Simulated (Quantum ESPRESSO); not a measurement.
Al: equation of state with rev-vdW-DF2

**Measured values to compare with.**

“The interpretation of polycrystalline coherent inelastic neutron scattering from aluminium”, 2013, pmc:3831299 quotes, for a bulk crystal of Al: bulk modulus 76.9 GPa.

Crystal: Al.

```
Al
1.0
     0.00000    2.02481    2.02481
     2.02481    0.00000    2.02481
     2.02481    2.02481    0.00000
Al
1
Cartesian
  0.0000 0.0000 0.0000
```

```
Program             : Quantum ESPRESSO 7.5
Task                : equation of state
Functional          : rev-vdW-DF2
Potentials or basis : PseudoDojo 0.4.1 SR PBE standard
Cutoff              : 544 eV
Density cutoff      : 2177 eV
k mesh              : 11 × 11 × 11
Occupations         : fermi-dirac, width 0.05 eV
Spin                : no spin polarisation
Mixing beta         : 0.5
Most SCF iterations : 120
SCF threshold       : 2e-10 Ry
```

- Equilibrium volume: 16.68 Å³/atom
- Bulk modulus: 75 GPa
- Pressure derivative of the bulk modulus: 4.5

Energy against volume, from the lowest point:
| volume (Å³/atom) | energy (meV/atom) |
| --- | --- |
| 15.607 | 18.20 |
| 15.939 | 8.30 |
| 16.271 | 2.36 |
| 16.603 | 0.00 |
| 16.935 | 0.84 |
| 17.267 | 4.53 |
| 17.599 | 10.78 |

All runs of the series together: 7.9 min on 1 thread of Intel(R) Xeon(R) 6975P-C (Granite Rapids), on a shared host.

Against the measured bulk modulus of Al, 76.9 GPa (quoted in “The interpretation of polycrystalline coherent inelastic neutron scattering from aluminium”, 2013, pmc:3831299), the calculated 75 GPa is off by -2.0 %. The fit is for a static lattice scaled at fixed shape and fixed fractional positions.

Caveat: the potentials were made for another functional, which shifts forces and pressure.
